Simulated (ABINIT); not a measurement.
MgO in ABINIT: the effect of dispersion

MgO:

```xyz
2
Lattice="0.0000 2.0970 2.0970 2.0970 0.0000 2.0970 2.0970 2.0970 0.0000" Properties=species:S:1:pos:R:3 pbc="T T T"
Mg    0.0000    0.0000    0.0000
O     2.0970    2.0970    2.0970
```

The cell is a database's computed one.

Alike in all runs:

* Program: ABINIT 10.8.3 (patched build)
* Task: equation of state
* Functional: PBE
* Potentials or basis: JTH PAW PBE v2.0
* Cutoff: 626 eV
* k mesh: 11 × 11 × 11
* Occupations: fermi-dirac, width 0.05 eV
* Spin: no spin polarisation

```tsv
dispersion	V0 of scaled cells (Å³/atom)	B0 (GPa)
none	?	?
D3	9.38	157
D3(BJ)	9.33	158
D2	9.28	175
```

Problem. What does the run with dispersion none give?

Solution. V0 of scaled cells 9.64 Å³/atom; B0 149 GPa.

Caveats: pressures at fixed basis lie under the slope of the energies.
